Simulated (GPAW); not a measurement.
# GaCo in GPAW: convergence with k mesh

Input of the first run (k mesh 3 × 3 × 3); the others differ in this setting and in those tied to it:

run.py

```python
import numpy as np
from ase.dft.bandgap import bandgap
from ase.io import read, write
from ase.units import GPa
from gpaw import GPAW, PW, setup_paths
from gpaw.hyperfine import hyperfine_parameters

setup_paths.insert(0, '.')

atoms = read('GaCo.cif')
atoms.set_initial_magnetic_moments([0.0, 2.0])

calc = GPAW(mode=PW(450),
            xc='LDA',
            kpts={'size': (3, 3, 3), 'gamma': True},
            occupations={'name': 'fermi-dirac', 'width': 0.05},
            nbands=15,
            convergence={'density': 1e-05, 'energy': 1e-05},
            maxiter=150,
            txt='gpaw.txt')
atoms.calc = calc
energy = atoms.get_potential_energy()
forces = atoms.get_forces()
stress = atoms.get_stress()
calc.write('gs.gpw')
write('result.traj', atoms)
print(f'Energy: {energy:.6f} eV')
print('Forces (eV/A):')
print(forces.round(4))
print('Stress (GPa):', (stress / GPa).round(3))
print('Moments:', calc.get_magnetic_moments().round(3))
print('Fermi level:', round(calc.get_fermi_level(), 4), 'eV')
print(f'Gap: {bandgap(calc)[0]:.4f} eV, direct: {bandgap(calc, direct=True)[0]:.4f} eV')

mu_N = 3.15245125e-8  # eV/T
for core in (True, False):
    A = hyperfine_parameters(calc, exclude_core=not core)
    for a, A_vv in zip(atoms, A):
        iso = np.trace(A_vv) / 3
        dip = np.linalg.eigvalsh(A_vv - iso * np.eye(3))
        print('with core' if core else 'valence', a.symbol, f'contact field {iso / (2 * mu_N):.3f} T, dipolar',
              *(dip / (2 * mu_N)).round(3), 'T')
```

File GaCo.cif:

```cif
data_GaCo
_cell_length_a 2.87800000
_cell_length_b 2.87800000
_cell_length_c 2.87800000
_cell_angle_alpha 90.00000000
_cell_angle_beta 90.00000000
_cell_angle_gamma 90.00000000
_space_group_name_H-M_alt 'Pm-3m'
_space_group_name_Hall '-P 4 2 3'
_space_group_IT_number 221
loop_
_space_group_symop_operation_xyz
'x,y,z'
'-x,-y,-z'
'-y,x,z'
'y,-x,-z'
'-x,-y,z'
'x,y,-z'
'y,-x,z'
'-y,x,-z'
'x,-y,-z'
'-x,y,z'
'-y,-x,-z'
'y,x,z'
'-x,y,-z'
'x,-y,z'
'y,x,-z'
'-y,-x,z'
'z,x,y'
'-z,-x,-y'
'z,-y,x'
'-z,y,-x'
'z,-x,-y'
'-z,x,y'
'z,y,-x'
'-z,-y,x'
'-z,x,-y'
'z,-x,y'
'-z,-y,-x'
'z,y,x'
'-z,-x,y'
'z,x,-y'
'-z,y,x'
'z,-y,-x'
'y,z,x'
'-y,-z,-x'
'x,z,-y'
'-x,-z,y'
'-y,z,-x'
'y,-z,x'
'-x,z,y'
'x,-z,-y'
'-y,-z,x'
'y,z,-x'
'-x,-z,-y'
'x,z,y'
'y,-z,-x'
'-y,z,x'
'x,-z,y'
'-x,z,-y'
loop_
_atom_site_label
_atom_site_type_symbol
_atom_site_symmetry_multiplicity
_atom_site_Wyckoff_symbol
_atom_site_fract_x
_atom_site_fract_y
_atom_site_fract_z
_atom_site_occupancy
Ga1 Ga 1 b 0.5000000000 0.5000000000 0.5000000000 1
Co1 Co 1 a 0.0000000000 0.0000000000 0.0000000000 1
```

Potentials or basis: PAW data sets generated in the run's folder for this functional, pw.

Run with:

```console
$ gpaw-setup -f LDA Co Ga
$ OMP_NUM_THREADS=1 python run.py
```

Hardware: 1 thread of Arm Neoverse V2 (shared host).

Question: The values tried are 3 × 3 × 3, 4 × 4 × 4, 6 × 6 × 6, 7 × 7 × 7, 8 × 8 × 8, 10 × 10 × 10, loosest first. From which on does the gap on the mesh stay within 0.01 eV of the tightest run that finished?

Answer: From 4 × 4 × 4 on.

```
      k mesh  energy less the tightest run, at zero smearing (meV/atom)  pressure (GPa)  largest site moment (μB)  gap on the mesh (eV)  SCF cycles  CPU time (s)  peak memory (GiB)
   3 × 3 × 3                                                     -21.53          -17.01                      0.00                 0.996          12           4.8               0.13
   4 × 4 × 4                                                      25.56          -14.33                      0.51                 0.000          12           6.3               0.13
   6 × 6 × 6                                                      -4.32          -15.95                      0.00                 0.000          14           9.7               0.13
   7 × 7 × 7                                                       4.16          -15.67                      0.00                 0.000          18            12               0.13
   8 × 8 × 8                                                       1.19          -15.71                      0.00                 0.000          16            16               0.13
10 × 10 × 10                                                       0.00          -15.81                      0.00                 0.000          14            20               0.14
```

Against the tightest run, the pressure stays within 0.1 GPa from 8 × 8 × 8 on; the largest site moment stays within 0.02 μB from 6 × 6 × 6 on. Not settled before the last step: the energy (to 1 meV/atom). Meshes of other sizes hit other points, so gaps and Fermi surfaces needn't settle smoothly. The tightest run that finished is the yardstick and may itself not be fully converged.

Caveat, for the tightest run too: the cutoff is short for stress and forces, so pressures can be off by a GPa or more; the dipolar part lacks the spin inside other atoms' spheres; the starting moments collapsed, and a magnetic state may lie lower; so large a pressure means that the cell lies far from this level's equilibrium, or that cutoff or potentials fall short.
